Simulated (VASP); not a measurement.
Al2O3, 10 atoms in the cell. The structure is orthorhombic, space group Pnnm (No. 58). The conventional cell has a = 4.614 Å, b = 9.563 Å, c = 3.120 Å, α = 90.00°, β = 90.00°, γ = 90.00°. Around Al (site symmetry m) lie 4 O at 1.68 to 1.82 Å. O (site symmetry 2/m) has 2 Al at 1.68 Å as nearest neighbours. O (site symmetry m) has 3 Al at 1.82 Å as nearest neighbours. Measurements of this composition are mostly on another form, of space group No. 167.

* Program: VASP 6.6.1
* Task: band structure
* Functional: revPBE
* Potentials or basis: VASP PAW PBE potentials, release 64 (Al, O)
* Cutoff: 520 eV
* k mesh: 5 × 3 × 7
* Occupations: fermi-dirac, width 0.05 eV
* Spin: no spin polarisation
* Further INCAR settings: ALGO = Normal; EDIFF = 1e-07; NBANDS = 35

Potentials or basis: VASP PAW PBE potentials, release 64 (Al, O).

The run is started by

```sh
$ cat potpaw_PBE.64/Al/POTCAR potpaw_PBE.64/O/POTCAR > POTCAR
$ mpirun -np 1 vasp_std > vasp.out
```

Hardware: 1 thread of AMD EPYC 9R45 (Zen 5) (shared host).

How long does it take, and how much memory?

Wall time 6.7 min on 1 thread of AMD EPYC 9R45 (Zen 5), with other jobs on the host, peak memory 0.28 GiB. Counts: scf iterations 97, k points 24.
